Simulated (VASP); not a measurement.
The system is Cs2SnI6.

```xyz
9
Lattice="0.0000 5.8138 5.8138 5.8138 0.0000 5.8138 5.8138 5.8138 0.0000" Properties=species:S:1:pos:R:3 pbc="T T T"
Cs    8.7207    8.7207    8.7207
Cs    2.9069    2.9069    2.9069
I     5.8138    5.8138    8.7747
I     5.8138    5.8138    2.8529
I     5.8138    8.7747    5.8138
I     8.7747    5.8138    5.8138
I     5.8138    2.8529    5.8138
I     2.8529    5.8138    5.8138
Sn    0.0000    0.0000    0.0000
```

Base run:

- Program: VASP 6.6.1
- Functional: PBE
- Potentials or basis: VASP PAW PBE potentials, release 64 (Cs_sv, I, Sn_d)
- Cutoff: 520 eV
- k mesh: 4 × 4 × 4
- Occupations: gaussian, width 0.02 eV
- Spin: no spin polarisation

Its results: band gap on the k mesh 0.16 eV, direct.

**Question.** The run is repeated on the same cell with these changes: functional from PBE to TB-mBJ. What comes out?

**Answer.** Band gap on the k mesh 0.81 eV, direct.

Caveats: spin-orbit coupling is left out, which moves the levels of the heavy elements.
